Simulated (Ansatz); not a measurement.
Reactions of `C[O][Ga]([SH])[SH]`.

Computed with Ansatz on PBE0-D4/def2-TZVP structures; ΔE is electronic, products minus reactants. CBS: MP2 limit from def2 TZ/QZ plus the TZ coupled-cluster correction, frozen cores. This one scheme is used for every species. Functionals use def2-TZVPP. For Br, Ga outer-core shells are correlated without core-valence functions, which leaves a few kJ/mol of doubt a bond. Scalar relativity is left out up to krypton. Each species was taken in one conformer, which may not be the lowest.

```json
{"reaction": "`C[O][Ga]([SH])[SH]` + `CC(O)F` → `COC(C)F` + `[OH][Ga]([SH])[SH]`", "ωB97X-V (kJ/mol)": "-16"}
{"reaction": "`C[O][Ga]([SH])[SH]` + `CCC` → `C[CH](C)[Ga]([SH])[SH]` + CH₃OH", "ωB97X-V (kJ/mol)": "74"}
{"reaction": "`C[O][Ga]([SH])[SH]` + `C=CC` → `C=CCC` + `[OH][Ga]([SH])[SH]`", "ωB97X-V (kJ/mol)": "-52"}
{"reaction": "`C[O][Ga]([SH])[SH]` + HBr → `C[O][Ga]([SH])[Br]` + H₂S", "ωB97X-V (kJ/mol)": "-42"}
```

**Question.** Give the CCSD(T)/CBS values in the same order. (An estimate is asked.)

**Answer.** Ansatz gave: -16, 64, -57, -40 kJ/mol.

Largest T1 diagnostic: 0.013, for `C[O][Ga]([SH])[SH]`.
